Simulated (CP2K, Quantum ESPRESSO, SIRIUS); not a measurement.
**One calculation of Hf, 3 ways**

```
Hf
1.0
     3.19670    0.00000    0.00000
    -1.59835    2.76842    0.00000
     0.00000    0.00000    5.05780
Hf
2
Direct
  0.66667 0.33333 0.75000
  0.33333 0.66667 0.25000
```

Alike in all runs: task single point; functional PBEsol; k mesh 10 × 10 × 5; occupations fermi-dirac, width 0.05 eV; no spin polarisation; no spin-orbit coupling. Pressure is positive in compression and, in plane waves, holds the error of the finite cutoff.

```csv
program and potentials,plane-wave cutoff (eV),notes,pressure (GPa)
"CP2K, POTENTIAL_UZH Hf GTH-PBE-q12; TZVP-MOLOPT-PBE-GTH basis",-,atomic basis; potentials made for PBE,-2.89
"Quantum ESPRESSO, GBRV 1.5 PBEsol",612,-,-3.87
"SIRIUS, PseudoDojo 0.4.1 PBE standard (scalar relativistic)",807,potentials made for PBE,?
```

Task: Estimate from the other rows what the run with SIRIUS, PseudoDojo 0.4.1 PBE standard (scalar relativistic) gave.

Result: Pressure -3.38 GPa. The other rows, which needn't bracket it: pressure -3.87 to -2.89.
